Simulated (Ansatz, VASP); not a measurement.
# Zr in VASP and in Ansatz

```
CELL_PARAMETERS angstrom
-2.48593 4.30591 3.11167
2.48593 -4.30591 3.11167
2.48593 4.30591 -3.11167
ATOMIC_POSITIONS crystal
Zr 0.25000 0.25000 0.00000
Zr 0.75000 0.75000 0.00000
Zr 0.33333 0.99997 0.33330
Zr 0.83333 0.50003 0.33336
Zr 0.66667 0.00003 0.66670
Zr 0.16667 0.49997 0.66664
```

Alike in both runs: functional PBEsol; k mesh 10 × 10 × 10; occupations gaussian, width 0.1 eV; no spin polarisation.

Ansatz relaxed the structure, and its values are those at the end. VASP's run is a single point on that final structure, the one shown.

```csv
,VASP,Ansatz
version,VASP 6.6.1,Ansatz 0.2.0
potentials or method,"VASP PAW PBE potentials, release 64 (Zr_sv)","scalar-relativistic, plane waves, PAW"
plane-wave cutoff (eV),520,420
valence electrons in the cell,72,72
```

```csv
,VASP,Ansatz,Ansatz less VASP
gap on the k mesh at the Fermi level (eV),none,none,-
pressure (GPa),0.1,0.0,-0.08
```

A gap of «none» marks a metal or a gap that the smearing closes.

Caveats: the PAW data sets were made with another functional, which shifts forces and pressure a little (VASP).
